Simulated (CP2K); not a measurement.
Bi:

```xyz
1
Lattice="3.4319 0.0000 0.0000 -1.1440 3.2357 0.0000 -1.1440 -1.6178 2.8022" Properties=species:S:1:pos:R:3 pbc="T T T"
Bi    0.0000    0.0000    0.0000
```

This isn't the form of Bi at room conditions, which is rhombohedral.

Base run:

| Property | Result |
| --- | --- |
| Program | CP2K 2026.2 |
| Functional | PBEsol |
| Potentials or basis | POTENTIAL_UZH Bi GTH-PBE-q5; TZVP-MOLOPT-PBE-GTH basis |
| Density cutoff | 9184 eV |
| k mesh | 9 × 9 × 9 |
| Occupations | fermi-dirac, width 0.05 eV |
| Spin | no spin polarisation |

Its results: band gap on the k mesh none (metal or under the smearing width); pressure 0.4 GPa.

After a change of settings the same cell gave: band gap on the k mesh none (metal or under the smearing width); pressure 2.0 GPa. Which change was it?
A. functional from PBEsol to BEEF-vdW
B. functional from PBEsol to optB88-vdW
C. functional from PBEsol to LDA
D. functional from PBEsol to TASK

A.

Caveats: the potentials were made for another functional, which shifts forces and pressure; spin-orbit coupling is left out, which moves the levels of the heavy elements; the basis of atomic orbitals isn't converged, which shifts pressures, moduli and gaps.

Runs at the PBE level aren't shown here.
